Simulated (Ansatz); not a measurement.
Runs of Ansatz 0.2.0 on Bi. It takes space group R-3m (No. 166, trigonal). The conventional cell has a = 4.535 Å, b = 4.535 Å, c = 11.814 Å, α = 90.00°, β = 90.00°, γ = 120.00°. Around Bi (site symmetry 3m) lie 6 Bi at 3.06 to 3.52 Å. 

```tsv
task	level	spin	k mesh	points for each segment of the path	mesh quality	gap on the mesh (eV)	pressure (GPa)	largest force (eV/Å)
projected density of states	PBEsol	off	4 × 4 × 4	-	coarse	none	(b)	0.10
band structure	PBEsol	off	7 × 7 × 7	14	not flagged	-	-0.4	(c)
band structure	PBEsol	SOC, no magnetisation	7 × 7 × 7	14	not flagged	none	0.7	0.09
projected density of states	LDA	off	4 × 4 × 4	-	coarse	none	(a)	0.18
```

Alike in all rows: potentials or basis Ansatz PAW; cell as given; cutoff (eV) 420; smearing fermi-dirac 0.05 eV.

Fill in the values left out.

(a) -1.7; (b) -0.5; (c) 0.13.

Caveats: some runs use coarse meshes; the PAW data sets come from PBE, with cores solved anew for the run's functional, which leaves a small shift of forces and pressure; spin-orbit coupling is left out, which moves the levels of the heavy elements (some runs).

A k mesh can miss the band edges, and rows without SOC leave out spin-orbit coupling on Bi.

A gap of «none» marks a metal or a gap under the smearing width.

Runs at the PBE level aren't shown here.
